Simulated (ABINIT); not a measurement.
Here is an ABINIT 10.8.3 (patched build) calculation.

run.py

```python
import json, os
import numpy as np
from ase.units import GPa
from ase.calculators.abinit import Abinit, AbinitProfile
from ase import Atoms

atoms = Atoms(['Zn', 'S'],
              cell=[[0.0, 2.702, 2.702], [2.702, 0.0, 2.702], [2.702, 2.702, 0.0]],
              scaled_positions=[[0.75, 0.75, 0.75], [0.0, 0.0, 0.0]],
              pbc=True)

profile = AbinitProfile(command='abinit', pp_paths=[os.path.abspath('pseudos')])
params = dict(
    pps='pawxml', xc='PBE',
    ecut=598.6505,
    pawecutdg=1197.301,
    kptopt=1,
    ngkpt=[9, 9, 9],
    nshiftk=1,
    shiftk=[0.0, 0.0, 0.0],
    ixc=11,
    nband=13,
    occopt=3,
    tsmear=0.05,
    nstep=100,
    tolvrs=1e-09,
    prtwf=0,
    prtden=0,
)

atoms.calc = Abinit(profile=profile, directory='run', **params)
energy = atoms.get_potential_energy()
forces = atoms.get_forces()
stress = atoms.get_stress()
print(f'energy {energy:.6f} eV')
print('forces (eV/A)')
print(np.round(forces, 5))
print('stress (GPa, Voigt, tension positive)', np.round(stress / GPa, 4))
json.dump(dict(energy=energy, forces=forces.tolist(), stress=stress.tolist(), cell=atoms.cell.tolist(), frac=atoms.get_scaled_positions(wrap=False).tolist()), open('results.json', 'w'))
```

Potentials or basis: JTH PAW PBE v2.0.

Command:

```bash
$ python run.py
```

Problem. What does it give for the pressure?

Solution. 1.4 GPa.

Problem. What does it give for the band gap on the k mesh?

Solution. 2.10 eV, direct.

**What was measured.**

“Electronic, vibrational, and thermodynamic properties of ZnS (zincblende and rocksalt structure)”, 2009, arxiv:0911.5022 quotes, for a bulk crystal of ZnS at 19 K: band gap 3.85 eV (direct).

Measured gap of ZnS: 3.85 eV (direct; 19 K; quoted in “Electronic, vibrational, and thermodynamic properties of ZnS (zincblende and rocksalt structure)”, 2009, arxiv:0911.5022). This calculation gives 2.10 eV (-1.75 eV). The value is that of PBE, without temperature or zero-point motion. Semilocal functionals fall short of measured gaps as a rule.
